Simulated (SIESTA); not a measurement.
AlNi under changes of volume

One of the cells (11.956 Å³/atom); the others are scaled copies at fixed shape and fractional positions:

```
Ni Al
1.0
     2.88100    0.00000    0.00000
     0.00000    2.88100    0.00000
     0.00000    0.00000    2.88100
Ni Al
1 1
Direct
  0.50000 0.50000 0.50000
  0.00000 0.00000 0.00000
```

- Program: SIESTA 5.4.2
- Functional: LDA
- Potentials or basis: PseudoDojo 0.4 standard (LDA files)
- Basis: DZP (energy shift 0.003 Ry; two zetas on semicore shells)
- Grid cutoff: 800 Ry
- Energy shift: 0.003 Ry
- k mesh: 7 × 7 × 7
- Occupations: fermi-dirac, width 0.05 eV
- Spin: collinear spin, ferromagnetic start
- Starting moments: [1.0, 0.0] μB

```csv
volume (Å³/atom),energy over the lowest point (meV/atom),pressure (GPa)
11.239,0.00,0.4
11.478,2.44,-3.5
11.717,10.35,-7.0
11.956,23.16,-10.1
12.196,40.40,-12.9
12.435,?,?
12.674,85.98,-17.5
```

What does the run at 12.435 Å³/atom give?

Energy over the lowest point 61.44 meV/atom; pressure -15.3 GPa.

Worked out: A Birch-Murnaghan fit of order 3 (a polynomial in V^(-2/3)) to the other rows has its minimum at 11.26 Å³/atom with B0 = V·E''(V) = 192 GPa and B' = 4.4. It gives 61.46 meV/atom at 12.435 Å³/atom, against the run's 61.44, and -dE/dV = -15.3 GPa, against -15.3.

Energies are extrapolated to zero smearing.

Caveats: short orbitals over semicore shells can move pressures by several GPa; the basis of atomic orbitals isn't converged, which shifts pressures, moduli and gaps.
